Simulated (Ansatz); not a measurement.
input.yaml

```yaml
crystal:
  lattice:
    - [5.5838061553, 0.0, 0.0]
    - [-2.7919030777, 4.8357179803, 0.0]
    - [0.0, 0.0, 4.4732147398]
  atoms:
    - { symbol: Ti, position: [0.3431759308, 0.1715879654, 0.75] }
    - { symbol: Ti, position: [0.8284120346, 0.1715879654, 0.75] }
    - { symbol: Ti, position: [0.8284120346, 0.6568240692, 0.75] }
    - { symbol: Ti, position: [0.6568240692, 0.8284120346, 0.25] }
    - { symbol: Ti, position: [0.1715879654, 0.8284120346, 0.25] }
    - { symbol: Ti, position: [0.1715879654, 0.3431759308, 0.25] }
    - { symbol: Si, position: [0.3333333333, 0.6666666667, 0.75] }
    - { symbol: Si, position: [0.6666666667, 0.3333333333, 0.25] }
basis:
  ecutwfc: 420
kpoints:
  mp_grid: { grid: [6, 6, 8] }
  band_path:
    path:
      - [[0.0, 0.0, 0.0], [0.5, 0.0, 0.0], [0.33333333, 0.33333333, 0.0], [0.0, 0.0, 0.0], [0.0, 0.0, 0.5], [0.5, 0.0, 0.5], [0.33333333, 0.33333333, 0.5], [0.0, 0.0, 0.5]]
      - [[0.5, 0.0, 0.5], [0.5, 0.0, 0.0]]
      - [[0.33333333, 0.33333333, 0.5], [0.33333333, 0.33333333, 0.0]]
    npoints: 14
hamiltonian:
  xc: pbesol
scf:
  occupations: { method: gaussian, width: 0.1 }
  n_extra_bands: 20
output:
  forces: true
  stress: true
  eigenvalues: true
  populations: true
  dos: { projected: true, de: 0.02, nscf_kmesh: { grid: [9, 9, 12] } }
  bader: true
  write_density: true
  write_potential: true
  elf: true
  volumetric_format: npy
```

Command:
```bash
ansatz run input.yaml --threads 2 --pin off --max-ram 5120MiB --backend cpu --events-out ev --progress --plain --runs-dir out
```

Computed with DFT PBEsol, scalar-relativistic, plane waves, PAW (Ansatz).

From the run's log, abridged:

```
scf.n_extra_bands = 20 over 40 filled bands (N_el = 80.0): the run solves 60 bands
Pseudopotentials: kind: paw
Pseudopotential: Ti, paw, valence charge 12, recommended cutoff 420 eV (normal)
Pseudopotential: Si, paw, valence charge 4, recommended cutoff 420 eV (normal)
Functional definition: PBEsol
Crystal: 8 atoms, lattice volume = 120.784 Å³
Basis set: ecut = 420 eV, 2355 PW (Γ), exchange–correlation on 80×80×60 points (8 copies of the dense FFT grid, shifted against one another)
Bands: 60, of which v1, the nominal top of the filled ones, is band 40 counted from 1 (39 counted from 0)
Symmetry: 24 space group operations
Space group: P63/mmc (ITA 194), of the structure as read, at distance tolerance 4.9e-5 Å
k-points: 35 of 288
Initial density: superposition of atomic densities (neutral atoms: chi_scale 0, normalization atom), corrected by the library's trained network
Initial wavefunctions: pseudopotential atomic-orbital guess
Functional: x = pbesol(κ = 0.804, μ = 0.12345679), c = pbesol(β = 0.046)
SCF iter   1: F=—  HF=-16090.556127 eV  |F-HF|=—  |Δ(HF+E_count)|=         —  Δρ=8.25e-3  dr2=6.87e-2  ethr=1.77e-3  ⟨swp⟩=5.7  Hψ=8406  notcnv=0  defer=1
SCF iter   2: F=—  HF=-16090.537043 eV  |F-HF|=—  |Δ(HF+E_count)|=   1.91e-2  Δρ=3.73e-3  dr2=1.51e-2  ethr=8.59e-5  ⟨swp⟩=2.0  Hψ=2978  notcnv=0  defer=383
SCF iter   3: F=—  HF=-16090.532588 eV  |F-HF|=—  |Δ(HF+E_count)|=   4.45e-3  Δρ=8.06e-4  dr2=1.08e-3  ethr=1.89e-5  ⟨swp⟩=2.0  Hψ=2149  notcnv=0  defer=383
SCF iter   4: F=—  HF=-16090.532308 eV  |F-HF|=—  |Δ(HF+E_count)|=   2.80e-4  Δρ=1.31e-4  dr2=4.14e-5  ethr=1.35e-6  ⟨swp⟩=2.0  Hψ=2281  notcnv=0  defer=383
SCF iter   5: F=—  HF=-16090.532170 eV  |F-HF|=—  |Δ(HF+E_count)|=   1.38e-4  Δρ=2.65e-5  dr2=8.56e-7  ethr=5.17e-8  ⟨swp⟩=2.0  Hψ=2286  notcnv=0  defer=383
SCF iter   6: F=-16090.532170 eV  HF=-16090.532170 eV  |F-HF|=5.81e-8  |Δ(HF+E_count)|=   1.25e-7  Δρ=7.63e-6  dr2=8.59e-8  ethr=1.25e-10  ⟨swp⟩=11.4  Hψ=12869  notcnv=0
SCF 1 converged in 6 iterations: F = -16090.532170 eV  dr2 = 8.59e-8
SCF converged after 6 iterations
Free energy (F): -16090.532170 eV
Harris-Foulkes:  -16090.532170 eV  (|F-HF|=5.81e-8)
Internal energy: -16090.497154 eV  (E = F + TS)
E sigma→0 (E₀):  -16090.514662 eV
Entropy (-TS):   -0.035016 eV (-4.377 meV/atom)
Fermi energy:    14.111862 eV
--- Per-component energies (eV) ---
  E_band       = -814.677950
  E_kinetic    = 1731.740945
  E_local      = -5120.530061  (includes V_loc(G=0)·N_el)
  E_nonlocal   = 108.574462
  E_hartree    = 2165.190725
  E_xc         = -697.040353
  E_vxc        = -832.717523  (∫ρ·V_xc dr)
  E_paw        = -7135.493840  (= ΣΔE_a)
  E_vpaw       = -1032.129812  (= ΣTr[D̂ρ^β])
  E_aug_tail   = 0.000692  (compensation charges beyond the density's cutoff)
  E_ewald      = -7143.839151
  E_core_change = 0.899427  (= ΣΔE_core)
  E_smearing   = -0.035016  (= −TS)
--- Forces (eV/Å), atoms counted from 1 ---
  atom   1  Ti    -0.00026130    -0.00015086     0.00000000
  atom   2  Ti     0.00026130    -0.00015086     0.00000000
  atom   3  Ti     0.00000000     0.00030172     0.00000000
  atom   4  Ti     0.00026130     0.00015086     0.00000000
  atom   5  Ti    -0.00026130     0.00015086     0.00000000
  atom   6  Ti     0.00000000    -0.00030172     0.00000000
  atom   7  Si     0.00000000     0.00000000     0.00000000
  atom   8  Si     0.00000000     0.00000000     0.00000000
--- Stress (GPa, compression-positive) ---
        0.002890       0.000000       0.000000
        0.000000       0.002890       0.000000
        0.000000       0.000000      -0.011860
  P = ⅓ Tr σ = -0.0020 GPa (-0.020 kbar)
--- Band table (eV; the first three rows and the last of 35) ---
  k-point 0: bands = ["-42.2989", "-42.1582", "-42.1553", "-42.1553", "-42.0883", "-42.0883", "-18.9950", "-18.9919", "-18.8406", "-18.8406", "-18.8179", "-18.7566", "-18.7566", "-18.7201", "-18.7201", "-18.5703", "-18.4117", "-18.4117", "-18.3328", "-18.3292", "-18.2061", "-18.2061", "-18.1977", "-18.1977", "4.3506", "6.3663", "10.5087", "10.8292", "10.8292", "11.1478", "11.1478", "11.3353", "11.9117", "12.2688", "12.3384", "12.3384", "12.7024", "12.7024", "13.4475", "13.8772", "14.6067", "14.6067", "14.6231", "14.6933", "14.6933", "15.9070", "15.9070", "16.0394", "16.2627", "16.2627", "16.7720", "16.7720", "16.8224", "16.8224", "16.8687", "17.9204", "17.9204", "18.0379", "18.1655", "18.319 ...
  k-point 1: bands = ["-42.2935", "-42.1636", "-42.1527", "-42.1527", "-42.0909", "-42.0909", "-18.9926", "-18.9858", "-18.8798", "-18.8798", "-18.8066", "-18.7801", "-18.7801", "-18.6650", "-18.6650", "-18.5613", "-18.4024", "-18.4024", "-18.3547", "-18.3385", "-18.2062", "-18.2062", "-18.1987", "-18.1987", "4.4551", "6.3230", "10.5864", "10.8589", "10.8589", "10.9496", "11.2674", "11.2674", "11.7369", "12.4066", "12.4066", "12.5610", "12.5610", "12.6119", "13.4878", "13.9703", "14.5478", "14.5478", "14.7199", "14.7334", "14.7334", "15.9038", "15.9500", "15.9500", "16.1551", "16.1551", "16.6882", "16.6882", "16.7560", "16.7560", "16.7830", "17.8653", "18.0418", "18.0418", "18.1495", "18.313 ...
  k-point 2: bands = ["-42.2784", "-42.1790", "-42.1455", "-42.1455", "-42.0981", "-42.0981", "-18.9861", "-18.9743", "-18.9265", "-18.9265", "-18.8343", "-18.8343", "-18.7684", "-18.5732", "-18.5732", "-18.5356", "-18.4162", "-18.3884", "-18.3884", "-18.3651", "-18.2070", "-18.2070", "-18.2015", "-18.2015", "4.7482", "6.1934", "10.3936", "10.5213", "10.9556", "10.9556", "11.6013", "11.6013", "11.6898", "12.2317", "12.2317", "12.5896", "12.5896", "13.0556", "13.5634", "14.0955", "14.3930", "14.3930", "14.7063", "14.7063", "15.0043", "15.6110", "15.9360", "15.9360", "15.9402", "15.9402", "16.5162", "16.5162", "16.5354", "16.7522", "16.7522", "17.3662", "18.1542", "18.1542", "18.1630", "18.204 ...
  k-point 34: bands = ["-42.1931", "-42.1931", "-42.1580", "-42.1580", "-42.1218", "-42.1218", "-18.9153", "-18.9153", "-18.8296", "-18.8296", "-18.7486", "-18.7486", "-18.6264", "-18.6264", "-18.6201", "-18.6201", "-18.4822", "-18.4822", "-18.3634", "-18.3634", "-18.3496", "-18.3496", "-18.2409", "-18.2409", "6.1768", "6.1768", "9.2999", "9.2999", "10.3565", "10.3565", "11.7952", "11.7952", "12.1271", "12.1271", "13.4238", "13.4238", "13.4891", "13.4891", "13.6746", "13.6746", "14.4640", "14.4640", "14.7892", "14.7892", "14.8957", "14.8957", "15.4022", "15.4022", "15.7345", "15.7345", "16.4992", "16.4992", "16.6600", "16.6600", "17.1039", "17.1039", "17.1353", "17.1353", "17.7263", "17.7263 ...
--- Löwdin populations: 8 sites ---
  site symbol q [e]
     0     Ti     11.6894
     1     Ti     11.6894
     2     Ti     11.6894
     3     Ti     11.6894
     4     Ti     11.6894
     5     Ti     11.6894
     6     Si      4.5790
     7     Si      4.5790
  spilling = 0.008822 (of n_electrons = 80.000000)
--- Bader charges: 8 sites ---
  site symbol charge [e]  shift [e]
     0     Ti      0.5779     0.0022
     1     Ti      0.5779     0.0022
     2     Ti      0.5779     0.0022
     3     Ti      0.5779     0.0022
     4     Ti      0.5779     0.0022
     5     Ti      0.5779     0.0022
     6     Si     -1.7336     0.0065
     7     Si     -1.7336     0.0065
  estimated error of the sums over rays = 5.4e-4 e
```

Self-consistency was reached.

The run took 53 s on 2 threads of Arm Neoverse V2, with other jobs on the host, peak memory 0.74 GiB.